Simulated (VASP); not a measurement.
# Ag on the Al site in AlNi3, part 5 of 5

How easily does Ag on the Al site form in AlNi3? The host is relaxed first, then a supercell is run with and without the defect. The start is a computed cell from the Materials Project.

VASP 6.6.1, plane waves and PAW; the level of theory is named at each step.

Still holding for the runs below: The magnetic state follows from one typed start and may not be the lowest.

So far. Step 6 (Reference Ni): The run ended after 3 ionic steps, 0.018 eV below its first step, once forces and stress met EDIFFG = -0.02. Step 6 (Reference Ni): Energy at zero smearing: -6.14965 eV.

**7. Relaxing the defect**

This step: PBEsol, spin-polarised from a ferromagnetic start; plane waves and PAW (Ni, Ag, Al) (VASP 6.6.1).

System of this step: Al7Ni24Ag. The cell holds 32 atoms: 24 Ni, 1 Ag and 7 Al. Its edges and angles: a = 7.031 Å, b = 7.031 Å, c = 7.031 Å, α = 90.0°, β = 90.0°, γ = 90.0°. It derives from AlNi3. Nearest the centre at fractional (0.000, 0.000, 0.000): Ag25 at 0.00 Å, Ni1 at 2.49 Å, Ni17 at 2.49 Å, Ni9 at 2.49 Å, Ni10 at 2.49 Å, Ni13 at 2.49 Å, Ni5 at 2.49 Å, Ni3 at 2.49 Å.

The host is treated as a metal, since its gap is under 0.3 eV or closed. The run keeps 48 symmetry operations, which cuts the number of k-points but bars distortions that break them. The atoms relax at the host's fixed cell.

The input, INCAR:

```
SYSTEM = Al7Ni24Ag
PREC = Normal
ENCUT = 300
EDIFF = 1E-05
NELM = 120
ISMEAR = 1
SIGMA = 0.2
LREAL = Auto
ALGO = Fast
GGA = PS
NBANDS = 160
ISPIN = 2
MAGMOM = 1 1 1 1 1 1 1 1 1 1 1 1 1 1 1 1 1 1 1 1 1 1 1 1 0 0 0 0 0 0 0 0
LASPH = .TRUE.
LMAXMIX = 4
LORBIT = 11
LWAVE = .FALSE.
LCHARG = .TRUE.
KPAR = 4
IBRION = 2
NSW = 50
ISIF = 2
EDIFFG = -0.03
POTIM = 0.4
MAXMIX = 40
ISYM = 2
```

The input, POSCAR:

```
Al7Ni24Ag
1.0
    7.0308630520      0.0000000000      0.0000000000
    0.0000000000      7.0308630520      0.0000000000
    0.0000000000      0.0000000000      7.0308630520
Ni Ag Al
24 1 7
Direct
    0.2500000000      0.2500000000      0.0000000000
    0.2500000000      0.2500000000      0.5000000000
    0.2500000000      0.7500000000      0.0000000000
    0.2500000000      0.7500000000      0.5000000000
    0.7500000000      0.2500000000      0.0000000000
    0.7500000000      0.2500000000      0.5000000000
    0.7500000000      0.7500000000      0.0000000000
    0.7500000000      0.7500000000      0.5000000000
    0.2500000000      0.0000000000      0.2500000000
    0.2500000000      0.0000000000      0.7500000000
    0.2500000000      0.5000000000      0.2500000000
    0.2500000000      0.5000000000      0.7500000000
    0.7500000000      0.0000000000      0.2500000000
    0.7500000000      0.0000000000      0.7500000000
    0.7500000000      0.5000000000      0.2500000000
    0.7500000000      0.5000000000      0.7500000000
    0.0000000000      0.2500000000      0.2500000000
    0.0000000000      0.2500000000      0.7500000000
    0.0000000000      0.7500000000      0.2500000000
    0.0000000000      0.7500000000      0.7500000000
    0.5000000000      0.2500000000      0.2500000000
    0.5000000000      0.2500000000      0.7500000000
    0.5000000000      0.7500000000      0.2500000000
    0.5000000000      0.7500000000      0.7500000000
    0.0000000000      0.0000000000      0.0000000000
    0.0000000000      0.0000000000      0.5000000000
    0.0000000000      0.5000000000      0.0000000000
    0.0000000000      0.5000000000      0.5000000000
    0.5000000000      0.0000000000      0.0000000000
    0.5000000000      0.0000000000      0.5000000000
    0.5000000000      0.5000000000      0.0000000000
    0.5000000000      0.5000000000      0.5000000000
```

The input, KPOINTS:

```
Automatic mesh
0
Monkhorst-Pack
3 3 3
0 0 0
```

The projector-augmented-wave data sets are Ni, Ag and Al (PBE family, release 64).

Started as:

```console
mpirun -np 4 vasp_std
```

Output:

```text
[banner, memory and clock lines left out]
running    4 mpi-ranks, on    1 nodes
 distrk:  each k-point on    1 cores,    4 groups
 distr:  one band on    1 cores,    1 groups

 POSCAR found type information on POSCAR NiAgAl
 POSCAR found :  3 types and      32 ions
 [... a notice as in an earlier step ...]

 LDA part: xc-table for (Slater+PW92), standard interpolation
 POSCAR, INCAR and KPOINTS ok, starting setup
 FFT: planning ... GRIDC
 FFT: planning ... GRID_SOFT
 FFT: planning ... GRID
 WAVECAR not read
 entering main loop
       N       E                     dE             d eps       ncg     rms          rms(c)
DAV:   1     0.177399976181E+04    0.17740E+04   -0.78901E+04  2560   0.149E+03
DAV:   2    -0.131976734713E+02   -0.17872E+04   -0.17225E+04  2560   0.384E+02
DAV:   3    -0.215727930286E+03   -0.20253E+03   -0.17769E+03  2592   0.151E+02
DAV:   4    -0.226468986442E+03   -0.10741E+02   -0.10304E+02  2896   0.358E+01
DAV:   5    -0.226757543032E+03   -0.28856E+00   -0.28768E+00  3000   0.557E+00    0.610E+01
RMM:   6    -0.223693239314E+03    0.30643E+01   -0.60009E+02  2560   0.114E+02    0.591E+01
RMM:   7    -0.192343482581E+03    0.31350E+02   -0.17363E+02  2560   0.669E+01    0.210E+01
RMM:   8    -0.203179086555E+03   -0.10836E+02   -0.29506E+01  2560   0.230E+01    0.407E+01
RMM:   9    -0.190538582740E+03    0.12641E+02   -0.11972E+01  2560   0.174E+01    0.544E+00
RMM:  10    -0.190532306393E+03    0.62763E-02   -0.12192E+00  2560   0.284E+00    0.339E+00
RMM:  11    -0.190534865069E+03   -0.25587E-02   -0.25392E-01  2565   0.180E+00    0.136E+00
RMM:  12    -0.190541711066E+03   -0.68460E-02   -0.95658E-02  2591   0.681E-01    0.719E-01
RMM:  13    -0.190543637597E+03   -0.19265E-02   -0.16281E-02  2734   0.368E-01    0.314E-01
RMM:  14    -0.190544560055E+03   -0.92246E-03   -0.45455E-03  2763   0.178E-01    0.186E-01
RMM:  15    -0.190544682180E+03   -0.12212E-03   -0.10972E-03  2763   0.984E-02    0.108E-01
RMM:  16    -0.190544695373E+03   -0.13193E-04   -0.33763E-04  2685   0.584E-02    0.366E-02
RMM:  17    -0.190544720299E+03   -0.24927E-04   -0.10872E-04  2306   0.273E-02    0.311E-02
RMM:  18    -0.190544717257E+03    0.30421E-05   -0.17218E-05  1459   0.146E-02
   1 F= -.19054472E+03 E0= -.19055177E+03  d E =-.190545E+03  mag=     6.3530
 curvature:   0.00 expect dE= 0.000E+00 dE for cont linesearch  0.000E+00
 trial: gam= 0.00000 g(F)=  0.176E+00 g(S)=  0.000E+00 ort = 0.000E+00 (trialstep = 0.100E+01)
 search vector abs. value=  0.176E+00
 bond charge predicted
       N       E                     dE             d eps       ncg     rms          rms(c)
DAV:   1    -0.190654672154E+03   -0.10995E+00   -0.30230E+01  2672   0.137E+01    0.125E+00
RMM:   2    -0.190671106911E+03   -0.16435E-01   -0.24247E-01  2560   0.256E+00    0.909E-01
RMM:   3    -0.190672258915E+03   -0.11520E-02   -0.40796E-02  2562   0.791E-01    0.445E-01
RMM:   4    -0.190671271951E+03    0.98696E-03   -0.81120E-03  2561   0.342E-01    0.231E-01
RMM:   5    -0.190671176256E+03    0.95695E-04   -0.17399E-03  2593   0.170E-01    0.779E-02
RMM:   6    -0.190671218141E+03   -0.41885E-04   -0.49844E-04  2691   0.732E-02    0.462E-02
RMM:   7    -0.190671226356E+03   -0.82152E-05   -0.93515E-05  2220   0.319E-02
   2 F= -.19067123E+03 E0= -.19068048E+03  d E =-.126509E+00  mag=     6.2652
[...]
3 F= -.19070421E+03 E0= -.19071485E+03  d E =-.159492E+00  mag=     6.2080
[...]
4 F= -.19070437E+03 E0= -.19071509E+03  d E =-.159655E+00  mag=     6.2050
[...]
5 F= -.19070932E+03 E0= -.19071984E+03  d E =-.494634E-02  mag=     6.2102
 trial-energy change:   -0.004946  1 .order   -0.004926   -0.006876   -0.002975
 step:   2.0544(harm=  2.0544)  dis= 0.00632  next Energy=  -190.710432 (dE=-0.606E-02)
 bond charge predicted
       N       E                     dE             d eps       ncg     rms          rms(c)
DAV:   1    -0.190710304678E+03   -0.98242E-03   -0.82563E-01  2560   0.225E+00    0.146E-01
RMM:   2    -0.190710480992E+03   -0.17631E-03   -0.54568E-03  2560   0.376E-01    0.435E-02
RMM:   3    -0.190710575229E+03   -0.94237E-04   -0.93111E-04  2566   0.996E-02    0.202E-02
RMM:   4    -0.190710581925E+03   -0.66959E-05   -0.11526E-04  2531   0.451E-02    0.230E-02
RMM:   5    -0.190710583017E+03   -0.10923E-05   -0.41259E-05  1889   0.211E-02
   6 F= -.19071058E+03 E0= -.19072096E+03  d E =-.621101E-02  mag=     6.2133
 curvature:  -1.06 expect dE=-0.217E-04 dE for cont linesearch -0.218E-05
 trial: gam= 0.03193 g(F)=  0.204E-04 g(S)=  0.000E+00 ort =-0.112E-03 (trialstep = 0.134E+01)
 search vector abs. value=  0.195E-04
 reached required accuracy - stopping structural energy minimisation
```

It took 3.3 min on 4 MPI ranks of AMD EPYC 7R43, shared host; peak memory 1.1 GiB; 13 min of CPU time.

Parts of OUTCAR (step 7):

```text
   k-points           NKPTS =      4   k-points in BZ     NKDIM =      4   number of bands    NBANDS=    160

   NELECT =     272.0000    total number of electrons

 E-fermi :   9.9584

 spin component 1
 k-point     1 :       0.0000    0.0000    0.0000
  band No.  band energies     occupation
    ...
    138       9.8968      0.74722
    139       9.8968      0.74721
    140       9.8983      0.74200
    141       9.8986      0.74078
    142       9.8986      0.74077
    143      10.8427     -0.00000
    144      10.8427     -0.00000
    145      10.8427     -0.00000
    146      10.8839     -0.00000
    147      10.8839     -0.00000
    ...

 k-point     2 :       0.3333    0.0000    0.0000
  band No.  band energies     occupation
    ...
    137       9.6531      1.02646
    138       9.7300      1.03427
    139       9.8976      0.74455
    140       9.8982      0.74234
    141       9.9053      0.71616
    142      10.1629     -0.02733
    143      10.1629     -0.02733
    144      10.7279     -0.00000
    145      10.7279     -0.00000
    146      11.5566     -0.00000
    ...

  Total        7.2159090      7.2159090      7.2159090     -0.0000000     -0.0000000     -0.0000000
  in kB       33.2640950     33.2640950     33.2640950     -0.0000000     -0.0000000     -0.0000000
  external PRESSURE =      33.2640950 kB  Pullay stress =       0.0000000 kB

 POSITION                                       TOTAL-FORCE (eV/Angst)
 -----------------------------------------------------------------------------------
      1.78967      1.78967      0.00000         0.004095      0.004095      0.000000
      1.76376      1.76376      3.51543        -0.002303     -0.002303      0.000000
      1.78967      5.24120      0.00000         0.004095     -0.004095      0.000000
      1.76376      5.26710      3.51543        -0.002303      0.002303      0.000000
      5.24120      1.78967      0.00000        -0.004095      0.004095      0.000000
      5.26710      1.76376      3.51543         0.002303     -0.002303      0.000000
      5.24120      5.24120      0.00000        -0.004095     -0.004095      0.000000
      5.26710      5.26710      3.51543         0.002303      0.002303      0.000000
      1.78967      7.03086      1.78967         0.004095      0.000000      0.004095
      1.78967      7.03086      5.24120         0.004095      0.000000     -0.004095
      1.76376      3.51543      1.76376        -0.002303      0.000000     -0.002303
      1.76376      3.51543      5.26710        -0.002303      0.000000      0.002303
      5.24120      7.03086      1.78967        -0.004095      0.000000      0.004095
      5.24120      7.03086      5.24120        -0.004095      0.000000     -0.004095
      5.26710      3.51543      1.76376         0.002303      0.000000     -0.002303
      5.26710      3.51543      5.26710         0.002303      0.000000      0.002303
      0.00000      1.78967      1.78967        -0.000000      0.004095      0.004095
      0.00000      1.78967      5.24120        -0.000000      0.004095     -0.004095
      0.00000      5.24120      1.78967        -0.000000     -0.004095      0.004095
      0.00000      5.24120      5.24120        -0.000000     -0.004095     -0.004095
      3.51543      1.76376      1.76376        -0.000000     -0.002303     -0.002303
      3.51543      1.76376      5.26710        -0.000000     -0.002303      0.002303
      3.51543      5.26710      1.76376        -0.000000      0.002303     -0.002303
      3.51543      5.26710      5.26710        -0.000000      0.002303      0.002303
[...]
-----------------------------------------------------------------------------------
    total drift:                                0.000000      0.000000      0.000000

  FREE ENERGIE OF THE ION-ELECTRON SYSTEM (eV)
  ---------------------------------------------------
  free  energy   TOTEN  =      -190.7105830175 eV

  energy  without entropy=     -190.7417222154  energy(sigma->0) =     -190.72096275

 magnetization (x)
# of ion       s       p       d       tot
------------------------------------------
    1       -0.003  -0.008   0.278   0.268
    2       -0.003  -0.009   0.287   0.276
    3       -0.003  -0.008   0.278   0.268
    4       -0.003  -0.009   0.287   0.276
    5       -0.003  -0.008   0.278   0.268
    6       -0.003  -0.009   0.287   0.276
    7       -0.003  -0.008   0.278   0.268
    8       -0.003  -0.009   0.287   0.276
    9       -0.003  -0.008   0.278   0.268
   10       -0.003  -0.008   0.278   0.268
   11       -0.003  -0.009   0.287   0.276
   12       -0.003  -0.009   0.287   0.276
   13       -0.003  -0.008   0.278   0.268
   14       -0.003  -0.008   0.278   0.268
   15       -0.003  -0.009   0.287   0.276
   16       -0.003  -0.009   0.287   0.276
   17       -0.003  -0.008   0.278   0.268
   18       -0.003  -0.008   0.278   0.268
   19       -0.003  -0.008   0.278   0.268
   20       -0.003  -0.008   0.278   0.268
   21       -0.003  -0.009   0.287   0.276
   22       -0.003  -0.009   0.287   0.276
   23       -0.003  -0.009   0.287   0.276
[...]
--------------------------------------------------
tot         -0.066  -0.267   6.787   6.453

[... 8 parts as in an earlier step ...]

[... 10 further parts left out ...]
```

Relaxation path:

```
step  energy less that of the first step (eV)  largest force (eV/Å)
   1                                   0.0000                0.6162
   2                                  -0.1265                0.2704
   3                                  -0.1595                0.1096
   4                                  -0.1597                0.1129
   5                                  -0.1646                0.0479
   6                                  -0.1659                0.0058
```

The atoms that moved most (Å):

```csv
atom,dx,dy,dz,length
Ni1,0.032,0.032,0.000,0.045
Ni9,0.032,0.000,0.032,0.045
Ni17,0.000,0.032,0.032,0.045
Ni5,-0.032,0.032,0.000,0.045
Ni10,0.032,0.000,-0.032,0.045
Ni13,-0.032,0.000,0.032,0.045
Ni18,0.000,0.032,-0.032,0.045
Ni3,0.032,-0.032,0.000,0.045
```

Final coordinates:

```xyz
32
Lattice="7.0309 0.0000 0.0000 0.0000 7.0309 0.0000 0.0000 0.0000 7.0309" Properties=species:S:1:pos:R:3 pbc="T T T"
Ni    1.7897    1.7897    0.0000
Ni    1.7638    1.7638    3.5154
Ni    1.7897    5.2412    0.0000
Ni    1.7638    5.2671    3.5154
Ni    5.2412    1.7897    0.0000
Ni    5.2671    1.7638    3.5154
Ni    5.2412    5.2412    0.0000
Ni    5.2671    5.2671    3.5154
Ni    1.7897    0.0000    1.7897
Ni    1.7897    0.0000    5.2412
Ni    1.7638    3.5154    1.7638
Ni    1.7638    3.5154    5.2671
Ni    5.2412    0.0000    1.7897
Ni    5.2412    0.0000    5.2412
Ni    5.2671    3.5154    1.7638
Ni    5.2671    3.5154    5.2671
Ni    0.0000    1.7897    1.7897
Ni    0.0000    1.7897    5.2412
Ni    0.0000    5.2412    1.7897
Ni    0.0000    5.2412    5.2412
Ni    3.5154    1.7638    1.7638
Ni    3.5154    1.7638    5.2671
Ni    3.5154    5.2671    1.7638
Ni    3.5154    5.2671    5.2671
Ag    0.0000    0.0000    0.0000
Al    0.0000    0.0000    3.5154
Al    0.0000    3.5154    0.0000
Al    0.0000    3.5154    3.5154
Al    3.5154    0.0000    0.0000
Al    3.5154    0.0000    3.5154
Al    3.5154    3.5154    0.0000
Al    3.5154    3.5154    3.5154
```

This step gave:

```
electronic cycles                                 : 46
electrons                                         : 272
free energy (TOTEN)                               : -190.7106 eV
energy at zero smearing                           : -190.7210 eV
Fermi energy                                      : 9.958 eV
moment of the cell, from the last line of the log : 6.213 μB
```

Spin moment in the PAW sphere by element, in μB:

```csv
element,atoms,mean,spread (r.m.s.),least,largest
Ni,24,0.272,0.004,0.268,0.276
Ag,1,-0.004,0.000,-0.004,-0.004
Al,7,-0.009,0.000,-0.009,-0.008
```

The atoms nearest the centre:

```csv
atom,distance (Å),spin moment in the PAW sphere (μB)
Ag25,0.00,-0.004
Ni1,2.53,0.268
Ni17,2.53,0.268
Ni9,2.53,0.268
Ni10,2.53,0.268
Ni13,2.53,0.268
Ni5,2.53,0.268
Ni3,2.53,0.268
Ni18,2.53,0.268
Ni19,2.53,0.268
Ni14,2.53,0.268
Ni20,2.53,0.268
Ni7,2.53,0.268
Al27,3.52,-0.009
```

Spin density in the ac plane at fractional y = 0.000, through the centre, with atoms of Ni and Ag and Al within 0.45 Å of it.

Ten even steps from '0' (0.00 e/Å³) to '9' (0.49 e/Å³), each cell a mean:
```
00000000000000000000
00000000000000000000
00000000000000000000
00001310000000230000
00015940000001783000
00004730000001572000
00000100000000110000
00000000000000000000
00000000000000000000
00000000000000000000
00000000000000000000
00000000000000000000
00000000000000000000
00002410000000341000
00016940000001793000
00003620000000451000
00000100000000010000
00000000000000000000
00000000000000000000
00000000000000000000
```
Columns run along a (7.0 Å), rows up along c (7.0 Å). Atoms in or near the plane, at fractional coordinates: Ni at (0.25, 0.25), Ni at (0.25, 0.75), Ni at (0.75, 0.25), Ni at (0.75, 0.75), Ag at (0.00, 0.00), Al at (0.00, 0.50), Al at (0.50, 0.00), Al at (0.50, 0.50).

Valence density in the ac plane at fractional y = 0.000, through the centre, with atoms of Ni and Ag and Al within 0.45 Å of it. It is the smooth field of the valence electrons, not physical close to the nuclei.

Ten steps, logarithmic in the rise over the least value, from '_' (0 e/Å³) to '@' (12 e/Å³), each cell a mean:
```
%%##++::::..::::..____..::::....::--**##
**++--::::::::::::......::::::::::--==**
==--::--====--::::::::::::--====--::----
::::::==##%%**==::::::::::++##%%**--::::
..::--**@@@@%%++::::..::--**@@@@%%==::..
..::::++%%@@%%++::::::::--**%%@@##==::..
::::::--**##++--::::::::::==****++--::::
..::::::------::::::..::::::----::::::::
....::::::::::::::......::::::::::::....
__....::::..::::..____....::::..::::..__
__..::::::::::::..____..::::::::::::..__
....::::::::::::::....::::::::::::::::..
::::::--==++==--::::::::::--++++==::::::
..::::++##%%##==::::::::--++%%%%**--::::
..::--**@@@@%%++::::..::--##@@@@%%==::..
::::::++%%@@##==::::::::--**%%@@##==::::
--::::--++**++--::::::::::--++**==--::::
++==--::::--::::::::..::::::::--::::--++
##**==::::::::::........::::::::::--++##
%%##++--::....::..____....::....::==**%%
```
Columns run along a (7.0 Å), rows up along c (7.0 Å). Atoms in or near the plane, at fractional coordinates: Ni at (0.25, 0.25), Ni at (0.25, 0.75), Ni at (0.75, 0.25), Ni at (0.75, 0.75), Ag at (0.00, 0.00), Al at (0.00, 0.50), Al at (0.50, 0.00), Al at (0.50, 0.50).

The run ended after 6 ionic steps, 0.166 eV below its first step, once the forces on the free atoms met EDIFFG = -0.03.

The 12 first neighbours (Ni) lie 2.49 Å from the site in the perfect crystal and 2.53 Å on average from the atom on it after the relaxation (+1.8 %).

**8. Formation energies**

This step: point defect, PBEsol; plane waves and PAW (VASP 6.6.1).

Derived from the runs above.

This step gave:

```
formation energy of the neutral defect : 3.042 eV
host formation enthalpy                : -0.4429 eV/atom
```

Formation energy:

```csv
formation energy (eV),largest move (Å)
3.042,0.04519
```

The formation energy is the energy of the relaxed defect cell less that of the perfect cell, with each removed atom booked to its reference and each added atom taken from it.

References, in eV an atom: Ag -3.324 (crystal Fm-3m), Al -4.096 (crystal Fm-3m) and Ni -6.150 (crystal Fm-3m). They were run at the supercell's cutoff and functional, without U, and count both elements from their own phases.

**9. Summary of results**

```
formation energy at charge 0 : 3.042 eV
host formation enthalpy      : -0.443 eV/atom
```

What this shows: Ag on the Al site costs 3.04 eV, with every exchanged atom at the energy of its element. The 12 first neighbours (Ni) lie 2.49 Å from the site in the perfect crystal and 2.53 Å on average from the atom on it after the relaxation (+1.8 %). With metallic smearing the value can move by tenths of an eV with the k mesh. The supercell of 32 atoms is small, so interactions between images remain.

[Lines on the potential files, build, host, timing and source positions are cut from VASP's logs without a mark.]

[Logs are printed without paths, hosts, clocks, repeated set-up lines and the standing remarks that a program may print on its own settings, such as how far it seeks lower states.]

[Hosts, paths, dates, database ids (printed as entryN), source tags and the programs' standing remarks are cut or masked in the printed files.]

[In band tables of VASP the shares of atoms and orbitals are scaled to a sum of 1 inside the atoms' spheres.]

[Runs that stopped without an error message from VASP are left out.]
